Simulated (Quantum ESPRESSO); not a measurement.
# Sn in Quantum ESPRESSO: the effect of functional

Crystal: Sn.

```xyz
2
Lattice="0.0000 3.2333 3.2333 3.2333 0.0000 3.2333 3.2333 3.2333 0.0000" Properties=species:S:1:pos:R:3 pbc="T T T"
Sn    4.8500    4.8500    4.8500
Sn    3.2333    3.2333    3.2333
```

This isn't the form of Sn at room conditions, which is tetragonal (white tin).

Alike in all runs:

* Program: Quantum ESPRESSO 7.5
* Task: phonons
* Cutoff: 980 eV
* Density cutoff: 3918 eV
* k mesh: 5 × 5 × 5
* Occupations: cold, width 0.2 eV
* Spin: no spin polarisation

Each run relaxes the cell or the atoms first.

```tsv
functional	potentials or basis	relaxed volume (Å³/atom)	highest phonon frequency (cm⁻¹)
LDA	PseudoDojo 0.4.1 SR LDA standard	?	?
PBE	PseudoDojo 0.4.1 SR PBE standard	36.77	172
BLYP	PseudoDojo 0.4.1 SR PBE standard	39.03	139
vdW-DF-cx	PseudoDojo 0.4.1 SR PBE standard	35.29	184
```

**Question.** What does the run with functional LDA give?

**Answer.** Relaxed volume 33.94 Å³/atom; highest phonon frequency 195 cm⁻¹.

Caveats: the mesh is thin for the phonons of a metal; the potentials were made for another functional, which shifts forces and pressure (some runs); the volume moved by over 15 % at a fixed basis, so the end points are rough (some runs).
